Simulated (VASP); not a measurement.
Wanted: the native input for a VASP 6.6.1 run.

```
Task                   : single point
Functional             : r2SCAN
Potentials or basis    : VASP PAW PBE potentials, release 64 (Ta_pv)
Cutoff                 : 520 eV
k mesh                 : 16 × 16 × 8
Occupations            : gaussian, width 0.05 eV
Spin                   : no spin polarisation
Dipole correction      : no
Further INCAR settings : ALGO = Normal; EDIFF = 1e-06; NBANDS = 18
```

Ta:

```
CELL_PARAMETERS angstrom
2.88626 0.00000 0.00000
-1.44313 2.49957 0.00000
0.00000 0.00000 5.10518
ATOMIC_POSITIONS crystal
Ta 0.33333 0.66667 0.75000
Ta 0.66667 0.33333 0.25000
```

The cell was built by a generator and needn't be a form met in nature.

The input as run:

POSCAR

```
Ta
1.0
    2.8862585271      0.0000000000      0.0000000000
   -1.4431292636      2.4995732064      0.0000000000
    0.0000000000      0.0000000000      5.1051838891
Ta
2
Direct
    0.3333333333      0.6666666667      0.7500000000
    0.6666666667      0.3333333333      0.2500000000
```

INCAR.step1

```
SYSTEM = Ta
ALGO = Normal
EDIFF = 1E-4
ENCUT = 520
GGA = PE
ISMEAR = 0
LASPH = .TRUE.
LCHARG = .FALSE.
LREAL = .FALSE.
LWAVE = .TRUE.
NBANDS = 18
NELM = 100
PREC = Accurate
SIGMA = 0.05
```

INCAR.step2

```
SYSTEM = Ta
ALGO = Normal
EDIFF = 1E-6
ENCUT = 520
ISIF = 2
ISMEAR = 0
ISTART = 1
LASPH = .TRUE.
LCHARG = .FALSE.
LMIXTAU = .TRUE.
LREAL = .FALSE.
LWAVE = .FALSE.
METAGGA = R2SCAN
NBANDS = 18
NELM = 100
PREC = Accurate
SIGMA = 0.05
```

KPOINTS

```
k-points
0
G
  16 16 8
  0 0 0
```

Potentials or basis: VASP PAW PBE potentials, release 64 (Ta_pv).

Launch:

```sh
$ cat potpaw_PBE.64/Ta_pv/POTCAR > POTCAR
$ cp INCAR.step1 INCAR
$ mpirun -np 1 vasp_std > vasp.out
$ cp INCAR.step2 INCAR
$ mpirun -np 1 vasp_std > vasp.out
```

Results of the run:

| Item | Value |
| --- | --- |
| Pressure | 1.3 GPa |
| Band gap on the k mesh | none (metal or under the smearing width) |

Caveat: the PAW data sets were made with another functional, which shifts forces and pressure a little.

Run time: 120 s on 1 thread of Intel(R) Xeon(R) 6975P-C (Granite Rapids), with other jobs on the host, peak memory 0.22 GiB.
